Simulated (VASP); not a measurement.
Input of a VASP 6.6.1 run:

File INCAR:

```
PREC     = Accurate       # precision mode
ENCUT    = 600            # plane-wave cutoff, eV
EDIFF    = 1E-6           # SCF threshold, eV
ISMEAR   = -1             # smearing method
SIGMA    = 0.1            # smearing width, eV
LREAL    = False          # projectors in reciprocal space
LASPH    = True           # aspherical terms in the spheres
NELM     = 80             # most SCF steps
ALGO     = Fast           # electronic algorithm
ISIF     = 3              # what is computed and relaxed
LWAVE    = False          # write WAVECAR
LCHARG   = False          # write CHGCAR
GGA      = RE             # functional
IBRION   = 2              # ionic algorithm
NSW      = 80             # ionic steps
EDIFFG   = -0.01          # ionic threshold
```

KPOINTS

```
regular mesh
0
Gamma
  11 11 11
```

File POSCAR:

```
Sb
1.0
    0.0000000000      2.3864604735      2.3864604735
    2.3864604735      0.0000000000      2.3864604735
    2.3864604735      2.3864604735      0.0000000000
Sb
1
Direct
    0.0000000000      0.0000000000      0.0000000000
```

Potentials or basis: VASP PAW PBE potentials, release 64 (Sb).

The run is started by

```sh
$ cat potpaw_PBE.64/Sb/POTCAR > POTCAR
$ mpirun -np 1 vasp_std > vasp.out
```

(1) Estimate the relaxed volume.

(2) What does it give for the relaxed cell?

## Answers

(1) 27.79 Å³/atom.

(2) a = 3.400 Å, b = 3.400 Å, c = 3.400 Å, α = 60.00°, β = 60.00°, γ = 60.00°.

Caveat: the PAW data sets were made with another functional, which shifts forces and pressure a little.
